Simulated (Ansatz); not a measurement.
Pt under changes of volume

One of the cells (15.904 Å³/atom); the others are scaled copies at fixed shape and fractional positions:

```xyz
1
Lattice="-1.5842 1.5842 1.5842 1.5842 -1.5842 1.5842 1.5842 1.5842 -1.5842" Properties=species:S:1:pos:R:3 pbc="T T T"
Pt    0.0000    0.0000    0.0000
```

This isn't the form of Pt at room conditions, which is fcc.

* Program: Ansatz 0.2.0
* Functional: HSE06
* Potentials or basis: Ansatz PAW
* Cutoff: 420 eV (not typed: the program's choice for these potentials)
* k mesh: 8 × 8 × 8
* Occupations: fermi-dirac, width 0.05 eV
* Spin: no spin polarisation

```csv
volume (Å³/atom),energy over the lowest point (meV/atom),pressure (GPa)
14.950,10.70,8.5
15.268,0.00,2.4
15.586,0.66,-3.0
15.904,11.34,-7.7
16.222,30.75,-11.8
16.540,57.78,-15.4
16.858,?,?
```

Problem. What does the run at 16.858 Å³/atom give?

Solution. Energy over the lowest point 91.43 meV/atom; pressure -18.5 GPa.

Worked out: A Birch-Murnaghan fit of order 3 (a polynomial in V^(-2/3)) to the other rows has its minimum at 15.41 Å³/atom with B0 = V·E''(V) = 262 GPa and B' = 5.4. It gives 91.49 meV/atom at 16.858 Å³/atom, against the run's 91.43, and -dE/dV = -18.5 GPa, against -18.5.

Energies are extrapolated to zero smearing.

Caveats: the PAW data sets come from PBE, with cores solved anew for the run's functional, which leaves a small shift of forces and pressure; the thresholds are loose for stress.
